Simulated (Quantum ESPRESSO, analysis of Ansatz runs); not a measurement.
# A hop of Ag in AlH3 (Fd-3m), charge 0 (Quantum ESPRESSO), part 3 of 3

How high is the barrier when Ag changes place in AlH3 (Fd-3m)? The case: Ag_i hop between interstitial places, charge 0, in a cell of 64 host atoms with 1 Ag put in.

Quantum ESPRESSO 7.5; Quantum ESPRESSO plane-wave DFT, PBEsol, GBRV 1.5 PBEsol potentials; nudged elastic band between two relaxed defect structures.

So far: The structure; Relaxation of the start point, charge 0; Relaxation of the end point, charge 0.

**4. Nudged elastic band, charge 0**

3 movable images are laid between the ends by interpolation. Each image feels the true force across the path and a spring force along it. The highest image is set to climb to the top of the path.

This step: Quantum ESPRESSO plane-wave DFT, PBEsol, GBRV 1.5 PBEsol potentials; nudged elastic band between two relaxed defect structures.

neb.in reads:

```
BEGIN
BEGIN_PATH_INPUT
&PATH
  restart_mode = 'from_scratch'
  string_method = 'neb'
  nstep_path = 45
  ds = 1.5
  opt_scheme = 'broyden'
  num_of_images = 5
  k_max = 0.3
  k_min = 0.2
  CI_scheme = 'auto'
  path_thr = 0.05
/
END_PATH_INPUT
BEGIN_ENGINE_INPUT
&CONTROL
  prefix = 'pwscf'
  outdir = './tmp'
  pseudo_dir = './pseudo'
  disk_io = 'low'
/
&SYSTEM
  ibrav = 0
  nat = 65
  ntyp = 3
  ecutwfc = 40
  ecutrho = 324
  nbnd = 62
  occupations = 'fixed'
  nspin = 2
  starting_magnetization(1) = 0.1667
  starting_magnetization(2) = 0.5
  starting_magnetization(3) = 0.0263
  tot_magnetization = 1
  nosym = .true.
/
&ELECTRONS
  conv_thr = 6d-08
  electron_maxstep = 100
  mixing_beta = 0.3
/
ATOMIC_SPECIES
Al    26.9815 al_pbesol_v1.uspp.F.UPF
H      1.0080 h_pbesol_v1.4.uspp.F.UPF
Ag   107.8682 ag_pbesol_v1.4.uspp.F.UPF
CELL_PARAMETERS angstrom
   9.0267813738    0.0000000000    0.0000000000
   0.0000000000    9.0267813738    0.0000000000
   0.0000000000    0.0000000000    9.0267813738
BEGIN_POSITIONS
FIRST_IMAGE
ATOMIC_POSITIONS crystal
Al     0.1246959102    0.3760462612    0.8739711131
Al     0.1238382150    0.8735617088    0.3762078434
Al     0.6260961743    0.3759078323    0.3757685774
Al     0.6253059756    0.8750236721    0.8751145405
Al     0.3762908254    0.1245783809    0.8742771918
Al     0.3751886381    0.6259479205    0.3758936692
Al     0.8744129152    0.1244502149    0.3759354557
Al     0.8746329906    0.6247892948    0.8743460436
Al     0.3758218613    0.3757217805    0.6259893911
Al     0.3761016937    0.8745007706    0.1251977618
Al     0.8744977097    0.3757287581    0.1244790973
Al     0.8743491700    0.8750533864    0.6249907587
Al     0.1245158603    0.1240825010    0.6264059365
Al     0.1243308878    0.6267161067    0.1237181521
Al     0.6268432018    0.1242978804    0.1243200779
Al     0.6244212248    0.6256385712    0.6251711586
H      0.0004117050    0.0001910612    0.3068998062
H     -0.0001997149    0.5002661258    0.8042002264
H      0.5007111862   -0.0001989268    0.8043619094
H      0.4992783124    0.4996267463    0.3067001736
H     -0.0003105128   -0.0007727367    0.6953357078
H      0.0009409968    0.4999211409    0.1927817020
H      0.5005841161    0.0006340818    0.1944165531
H      0.4997433307    0.5007054205    0.6958126409
H      0.0010964804    0.3069978595    0.0006906114
H     -0.0011471906    0.8038819392    0.5004331940
H      0.5002165851    0.3066962755    0.5001962831
H      0.5009524043    0.8052255765    0.0007476201
H      0.0007316435    0.1936258181    0.4999411128
H     -0.0003655473    0.6958719467   -0.0011296961
H      0.5005090242    0.1936035871    0.0004676008
H      0.4989730987    0.6956991271    0.5013445025
H      0.3073634758    0.0009760099    0.0010358652
H      0.3059816834    0.4986811262    0.4987412925
H      0.8040396068    0.0001818934    0.5003556217
H      0.8049337441    0.4997757006   -0.0009458035
H      0.1932382654    0.0001032569    0.4998441180
H      0.1937932582    0.5004996810   -0.0001325506
H      0.6959962804   -0.0001639201   -0.0004948315
H      0.6951408466    0.5013149272    0.4999110548
H      0.2507090620    0.2508778251    0.9432845626
H      0.2488544020    0.7492114572    0.4475561269
H      0.7503858114    0.2505459250    0.4467267499
H      0.7496233532    0.7494502205    0.9442672316
H      0.2502002111    0.2498002054    0.5575039611
H      0.2502105393    0.7508543193    0.0537399398
H      0.7507757853    0.2499255692    0.0534479993
H      0.7487657020    0.7511143647    0.5553665135
H      0.2500033219    0.4470383080    0.7496096134
H      0.2500584846    0.9426083083    0.2509165817
H      0.7506894605    0.4468894484    0.2500484186
H      0.7494406580    0.9445730511    0.7498754176
H      0.2507530533    0.0530390291    0.7502459124
H      0.2500438237    0.5575815486    0.2496082812
H      0.7507096899    0.0532860141    0.2499785336
H      0.7496186786    0.5552361223    0.7495358939
H      0.4471729653    0.2505925456    0.7505967774
H      0.4467855389    0.7507800748    0.2513030696
H      0.9442028852    0.2499491003    0.2502373402
H      0.9436754488    0.7500065550    0.7497432247
H      0.0534564713    0.2492465552    0.7507885120
H      0.0530704872    0.7501987788    0.2497777254
H      0.5578544810    0.2498641693    0.2502113199
H      0.5550989174    0.7500019896    0.7505572408
Ag     0.2503007540    0.2530991676    0.2473123020
INTERMEDIATE_IMAGE
ATOMIC_POSITIONS crystal
Al     0.1252018648    0.3771296854    0.8736301376
Al     0.1242301140    0.8733868982    0.3765759841
[... 63 atom lines left out ...]
INTERMEDIATE_IMAGE
ATOMIC_POSITIONS crystal
Al     0.1258027591    0.3784087787    0.8733502027
Al     0.1246901189    0.8733910212    0.3769103280
[... 63 atom lines left out ...]
INTERMEDIATE_IMAGE
ATOMIC_POSITIONS crystal
Al     0.1265809057    0.3790092336    0.8738214776
Al     0.1251543656    0.8736754804    0.3769253436
[... 63 atom lines left out ...]
LAST_IMAGE
ATOMIC_POSITIONS crystal
Al     0.1271484282    0.3789876034    0.8743861515
Al     0.1256052918    0.8739062068    0.3769188966
[... 2 atom lines left out ...]
Al     0.3786161382    0.1270537216    0.8746517516
[... 5 atom lines left out ...]
Al     0.8741303086    0.3773106426    0.1273962745
[... 5 atom lines left out ...]
H     -0.0002729230    0.0000433096    0.3119123484
[... 7 atom lines left out ...]
H      0.0008278631    0.3035320422    0.0009454648
[... 5 atom lines left out ...]
H      0.4993544129    0.1971751024    0.0026819482
[... 1 atom line left out ...]
H      0.3033514719    0.0009134831    0.0013222385
[... 4 atom lines left out ...]
H      0.1970891688    0.4995835519    0.0025418612
[... 2 atom lines left out ...]
H      0.2552645613    0.2554689731    0.9419555802
[... 8 atom lines left out ...]
H      0.2503155925    0.9439844079    0.2513865551
[... 8 atom lines left out ...]
H      0.9439871960    0.2506949236    0.2510565116
[... 5 atom lines left out ...]
Ag     0.0540459356    0.0556925143   -0.0531267709
END_POSITIONS
K_POINTS gamma
END_ENGINE_INPUT
END
```

Command:

```sh
$ OMP_NUM_THREADS=1 mpirun -n 8 neb.x -ni 2 -inp neb.in > neb.out
```

The program printed:

```text
[shortened: banners, details of potentials and solvers, and blank lines are left out]
[banner, memory and clock lines left out]
     path-images division:  nimage    =       2
     initial path length           =  7.0345 bohr
     initial inter-image distance  =  1.7586 bohr
     string_method                 =    neb
     restart_mode                  =    from_scratch
     opt_scheme                    =    broyden
     num_of_images                 =    5
     nstep_path                    =    45
     CI_scheme                     =    auto
     first_last_opt                =    F
     use_freezing                  =    F
     ds                            =    1.5000 a.u.
     k_max                         =    0.3000 a.u.
     k_min                         =    0.2000 a.u.
     path_thr                      =    0.0500 eV / A
     ------------------------------ iteration   1 ------------------------------
     Message from routine setup:
     the system is metallic, specify occupations
     Message from routine setup:
     the system is metallic, specify occupations
     Message from routine setup:
     the system is metallic, specify occupations
     activation energy (->) =   0.000000 eV
     activation energy (<-) =   0.053934 eV
     image        energy (eV)        error (eV/A)        frozen
         1      -6218.1224248            0.020746            T
         2      -6218.2347298            1.640782            F
         3      -6218.4028311            0.493555            F
         4      -6218.2773540            1.480168            F
         5      -6218.1763588            0.017762            T
     climbing image =  1
     path length          =  7.034 bohr
     inter-image distance =  1.759 bohr
     ------------------------------ iteration   2 ------------------------------
     Message from routine setup:
     the system is metallic, specify occupations
     Message from routine setup:
     the system is metallic, specify occupations
     activation energy (->) =   0.000000 eV
     activation energy (<-) =   0.053934 eV
     image        energy (eV)        error (eV/A)        frozen
         1      -6218.1224248            0.020167            T
         2      -6218.2298569            0.793107            F
         3      -6218.4229429            0.375147            F
         4      -6218.2807323            0.548359            F
         5      -6218.1763588            0.017762            T
     climbing image =  1
     path length          =  7.034 bohr
[...]
------------------------------ iteration   3 ------------------------------
     Message from routine setup:
     the system is metallic, specify occupations
     Message from routine setup:
     the system is metallic, specify occupations
     activation energy (->) =   0.000000 eV
     activation energy (<-) =   0.053934 eV
     image        energy (eV)        error (eV/A)        frozen
         1      -6218.1224248            0.019897            T
         2      -6218.2247606            0.141532            F
         3      -6218.4410912            0.201514            F
         4      -6218.2827877            0.271768            F
         5      -6218.1763588            0.017762            T
     climbing image =  1
     path length          =  7.035 bohr
[...]
------------------------------ iteration   4 ------------------------------
     Message from routine setup:
     the system is metallic, specify occupations
     Message from routine setup:
     the system is metallic, specify occupations
     activation energy (->) =   0.000000 eV
     activation energy (<-) =   0.053934 eV
     image        energy (eV)        error (eV/A)        frozen
         1      -6218.1224248            0.020181            T
         2      -6218.2262770            0.129713            F
         3      -6218.4468014            0.186099            F
         4      -6218.2872035            0.200036            F
         5      -6218.1763588            0.017762            T
     climbing image =  1
     path length          =  7.036 bohr
[...]
------------------------------ iteration   5 ------------------------------
     Message from routine setup:
     the system is metallic, specify occupations
     Message from routine setup:
     the system is metallic, specify occupations
     activation energy (->) =   0.000000 eV
     activation energy (<-) =   0.053934 eV
     image        energy (eV)        error (eV/A)        frozen
         1      -6218.1224248            0.022005            T
         2      -6218.2297851            0.036450            F
         3      -6218.4618243            0.088521            F
         4      -6218.3053774            0.059268            F
         5      -6218.1763588            0.017762            T
     climbing image =  1
     path length          =  7.064 bohr
[...]
------------------------------ iteration   6 ------------------------------
     Message from routine setup:
     the system is metallic, specify occupations
     Message from routine setup:
     the system is metallic, specify occupations
     activation energy (->) =   0.000000 eV
     activation energy (<-) =   0.053934 eV
     image        energy (eV)        error (eV/A)        frozen
         1      -6218.1224248            0.021527            T
         2      -6218.2308287            0.056204            F
         3      -6218.4641399            0.056654            F
         4      -6218.3039752            0.051006            F
         5      -6218.1763588            0.017762            T
     climbing image =  1
     path length          =  7.055 bohr
[...]
------------------------------ iteration   7 ------------------------------
     Message from routine setup:
     the system is metallic, specify occupations
     Message from routine setup:
     the system is metallic, specify occupations
     activation energy (->) =   0.000000 eV
     activation energy (<-) =   0.053934 eV
     image        energy (eV)        error (eV/A)        frozen
         1      -6218.1224248            0.021545            T
         2      -6218.2312789            0.051723            F
         3      -6218.4651322            0.055789            F
         4      -6218.3047969            0.049169            F
         5      -6218.1763588            0.017762            T
     climbing image =  1
     path length          =  7.057 bohr
[...]
------------------------------ iteration   8 ------------------------------
     Message from routine setup:
     the system is metallic, specify occupations
     Message from routine setup:
     the system is metallic, specify occupations
     activation energy (->) =   0.000000 eV
     activation energy (<-) =   0.053934 eV
     image        energy (eV)        error (eV/A)        frozen
         1      -6218.1224248            0.021533            T
         2      -6218.2331804            0.037576            F
         3      -6218.4688246            0.059455            F
         4      -6218.3071706            0.039985            F
         5      -6218.1763588            0.017762            T
     climbing image =  1
     path length          =  7.065 bohr
[...]
------------------------------ iteration   9 ------------------------------
     Message from routine setup:
     the system is metallic, specify occupations
     Message from routine setup:
     the system is metallic, specify occupations
     activation energy (->) =   0.000000 eV
     activation energy (<-) =   0.053934 eV
     image        energy (eV)        error (eV/A)        frozen
         1      -6218.1224248            0.021536            T
         2      -6218.2348962            0.027561            F
         3      -6218.4714187            0.051667            F
         4      -6218.3085652            0.028389            F
         5      -6218.1763588            0.017762            T
     climbing image =  1
     path length          =  7.074 bohr
[...]
------------------------------ iteration  10 ------------------------------
     Message from routine setup:
     the system is metallic, specify occupations
     Message from routine setup:
     the system is metallic, specify occupations
     activation energy (->) =   0.000000 eV
     activation energy (<-) =   0.053934 eV
     image        energy (eV)        error (eV/A)        frozen
         1      -6218.1224248            0.021617            T
         2      -6218.2370399            0.024395            F
         3      -6218.4736416            0.037796            F
         4      -6218.3099686            0.018965            F
         5      -6218.1763588            0.017762            T
     climbing image =  1
     path length          =  7.092 bohr
     inter-image distance =  1.773 bohr
     neb: convergence achieved in  10 iterations
```

It took 6.7 min on 8 MPI ranks of Arm Neoverse V2, shared host; peak memory 2.4 GiB; 53 min of CPU time.

The path, image by image:

```tsv
image	path (Å)	energy (eV)	Ag65: x, y, z (Å)
0	0.000	0.0000	2.259, 2.285, 2.232
1	0.819	-0.1146	1.848, 1.872, 1.667
2	1.811	-0.3512	1.327, 1.340, 1.028
3	2.875	-0.1875	0.835, 0.843, 0.238
4	3.753	-0.0539	0.488, 0.503, -0.480
```

Read from the output:

```yaml
barrier_forward: 0 eV
barrier_backward: 0.05393 eV
end_less_start: -0.05393 eV
hop_length: 3.697 Å
```

The band met its tolerance of 0.05 eV/Å after 10 iterations, with image 0 on top (the start counts as 0). Ag65, which moves farthest between the ends, has 6 H at 2.74 to 2.80 Å nearest at the start and 6 H at 2.74 to 2.80 Å at the top.

**5. What came out**

| Item | Value |
| --- | --- |
| end less start | -0.05 eV |
| hop length | 3.70 Å |
| band iterations, as the log counts them | 10 |

**Reading.** No image lies above both ends, but image 2 lies 0.30 eV below the lower one: there is a well between them, so the ends are at best shallow places at this charge, and the atom must climb 0.35 eV out of the well to reach the higher end. An image lies below both ends: the band found a lower structure than either end point, so the ends aren't the ground state. Keep in mind: sampling at the zone centre alone can move energies of charged and open-shell states by tenths of an eV or more in cells of this size; PBEsol makes the gap too small and tends to spread out bound carriers; spin–orbit coupling, which can matter with heavy atoms, is left out.

[Logs are printed without paths, hosts, clocks, repeated set-up lines and the standing remarks that a program may print on its own settings, such as how far it seeks lower states.]

[Hosts, paths, dates, database ids (printed as entryN), source tags and the programs' standing remarks are cut or masked in the printed files.]
